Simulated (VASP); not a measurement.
SnTe: band structure with PBE

Crystal: SnTe.

```
CELL_PARAMETERS angstrom
0.00000 3.14484 3.14484
3.14484 0.00000 3.14484
3.14484 3.14484 0.00000
ATOMIC_POSITIONS crystal
Sn 0.00000 0.00000 0.00000
Te 0.50000 0.50000 0.50000
```

| Quantity | Value |
| --- | --- |
| Program | VASP 6.6.1 |
| Task | band structure |
| Functional | PBE |
| Potentials or basis | VASP PAW PBE potentials, release 64 (Sn_d, Te) |
| Cutoff | 520 eV |
| k mesh | 10 × 10 × 10 |
| Occupations | gaussian, width 0.03 eV |
| Spin | spin-orbit coupling, no magnetisation |
| Further INCAR settings | ALGO = Fast; EDIFF = 1e-06 |

```yaml
Pressure: 2.6 GPa
Valence_electrons_inside_the_program's_atomic_spheres: Sn 12.10; Te 3.38
```

Wall time 110 s on 4 MPI ranks on Intel(R) Xeon(R) 6975P-C (Granite Rapids), on a shared host, peak memory 0.49 GiB a rank.
